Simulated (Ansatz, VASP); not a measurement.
B2P3 in VASP and in Ansatz

```
B P
1.0
     2.80919    1.62188    2.66366
    -2.80919    1.62188    2.66366
     0.00000   -3.24377    2.66366
B P
2 3
Direct
  0.50000 0.50000 0.50000
  0.00000 0.00000 0.00000
  0.00000 0.00000 0.50000
  0.50000 0.00000 0.00000
  0.00000 0.50000 0.00000
```

Alike in both runs: task single point; functional PBE; k mesh 6 × 6 × 6; occupations gaussian, width 0.1 eV; no spin polarisation.

```csv
,VASP,Ansatz
version,VASP 6.6.1,Ansatz 0.2.0
potentials or method,"VASP PAW PBE potentials, release 64 (B, P)","scalar-relativistic, plane waves, PAW"
plane-wave cutoff (eV),520,420
valence electrons in the cell,21,21
```

|  | VASP | Ansatz | Ansatz less VASP |
| --- | --- | --- | --- |
| gap on the k mesh at the Fermi level (eV) | none | none | - |
| pressure (GPa) | -9.1 | -9.1 | +0.09 |
| largest component of the traceless stress (GPa) | 9.31 | 9.30 | -0.016 |

A gap of «none» marks a metal or a gap that the smearing closes. With one functional, cell and mesh, what is left measures potentials, basis and numerics.
